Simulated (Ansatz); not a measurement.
## Sensitivity of the gradients in Si3N4 to the input

This input was run with Ansatz:

```yaml
crystal:
  lattice:
    - [-3.244147, 3.244147, 3.244147]
    - [3.244147, -3.244147, 3.244147]
    - [3.244147, 3.244147, -3.244147]
  atoms:
    - { symbol: Si, position: [0.375, 0.25, 0.625] }
    - { symbol: Si, position: [0.625, 0.375, 0.25] }
    - { symbol: Si, position: [0.875, 0.125, 0.75] }
    - { symbol: Si, position: [0.25, 0.625, 0.375] }
    - { symbol: Si, position: [0.75, 0.875, 0.125] }
    - { symbol: Si, position: [0.125, 0.75, 0.875] }
    - { symbol: "N", position: [0.5, 0.0, 0.06275] }
    - { symbol: "N", position: [0.56275, 0.5, 0.0] }
    - { symbol: "N", position: [0.93725, 0.93725, 0.93725] }
    - { symbol: "N", position: [0.0, 0.56275, 0.5] }
    - { symbol: "N", position: [0.43725, 0.43725, 0.43725] }
    - { symbol: "N", position: [0.0, 0.06275, 0.5] }
    - { symbol: "N", position: [0.5, 0.0, 0.56275] }
    - { symbol: "N", position: [0.06275, 0.5, 0.0] }
kpoints:
  mp_grid: { grid: [6, 6, 6] }
scf:
  occupations: { method: fermi_dirac, width: 0.02 }
hamiltonian:
  xc: pbe
  pseudopotentials: { kind: paw }
output:
  forces: true
  stress: true
  populations: true
  efg:
    quadrupole_moments_barn: { "N": 0.02044 }
    contact_densities: true
total_charge: 1
```

It converged. Of its output the block on the nuclei alone is shown, without the SCF iterations, energies, forces and stress (one atom of each set):

```
--- PAW observables at the nuclei: V_zz in 10²¹ V/m², potentials from the cell's mean, atoms counted from 1 ---
  atom   1  Si V_zz =    -0.083740   η = 0.0000   by run symmetry: allowed
            electrostatic potential = -1360.748128 V   contact ρ = 12804.049875 e/Å³
  atom   7  N  V_zz =    -3.578472   η = 0.0000   by run symmetry: allowed   C_q = -1.7686 MHz
            electrostatic potential = -516.826559 V   contact ρ = 1412.373418 e/Å³
```

Q: Can these gradients be trusted, and how do they compare with a run on standard settings?

A: Only as results of these settings. Against the standard input the change is `total_charge`: not typed → 1. A site carries the number of its first atom; V_zz in 10²¹ V/m².

```
site  atom  V_zz standard  η standard  V_zz here  η here
  Si     1          -0.10        0.00     -0.084    0.00
   N     7          -5.82        0.00      -3.58    0.00
```

The largest change of V_zz is on N, from -5.82 to -3.58. In per cent, |V_zz| changes by -39 on N (all sites that start above 2). The changed cell holds a charge of +1 on a uniform background, so it isn't the neutral crystal. It has an odd number of electrons and no spin polarisation, so the extra carrier is shared by both spins and spread out, where a real one carries spin and can localise. The gap no longer holds the Fermi energy in the changed run, so its gradients also hang on the k-mesh and the smearing. SCF iterations: 6 and 7.
